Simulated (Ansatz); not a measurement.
CuO (Tenorite) under changes of volume

One of the cells (10.135 Å³/atom); the others are scaled copies at fixed shape and fractional positions:

```
Cu O
1.0
     2.34185   -1.71130    0.00000
     2.34185    1.71130    0.00000
    -0.85003    0.00000    5.05787
Cu O
2 2
Direct
  0.50000 0.00000 0.50000
  0.00000 0.50000 0.00000
  0.41840 0.58160 0.75000
  0.58160 0.41840 0.25000
```

```yaml
Program: Ansatz 0.2.0
Functional: PBE
Dispersion: D3(BJ)
Potentials_or_basis: Ansatz PAW
Cutoff: "420 eV (not typed: the program's choice for these potentials)"
k_mesh: 10 × 10 × 5
Occupations: fermi-dirac, width 0.05 eV
Spin: no spin polarisation
```

| volume (Å³/atom) | energy over the lowest point (meV/atom) | pressure (GPa) | largest force (eV/Å) |
| --- | --- | --- | --- |
| 9.527 | 27.25 | 13.9 | 0.051 |
| 9.730 | 12.68 | 9.2 | 0.128 |
| 9.932 | ? | ? | ? |
| 10.135 | 0.00 | 1.2 | 0.264 |
| 10.338 | 0.70 | -2.2 | 0.323 |
| 10.540 | 5.45 | -5.2 | 0.378 |
| 10.743 | 13.80 | -7.9 | 0.428 |

Task: What does the run at 9.932 Å³/atom give?

Result: Energy over the lowest point 3.81 meV/atom; pressure 5.0 GPa; largest force 0.199 eV/Å.

Worked out: A Birch-Murnaghan fit of order 3 (a polynomial in V^(-2/3)) to the other rows has its minimum at 10.20 Å³/atom with B0 = V·E''(V) = 173 GPa and B' = 4.7 at fixed shape and positions, which overstates the stiffness. It gives 3.83 meV/atom at 9.932 Å³/atom, against the run's 3.81, and -dE/dV = 5.0 GPa, against 5.0.

Energies are extrapolated to zero smearing.

Caveats: the run has no spin polarisation, though such a crystal can be magnetic; pairwise dispersion overbinds metals, which lowers pressure and volume.
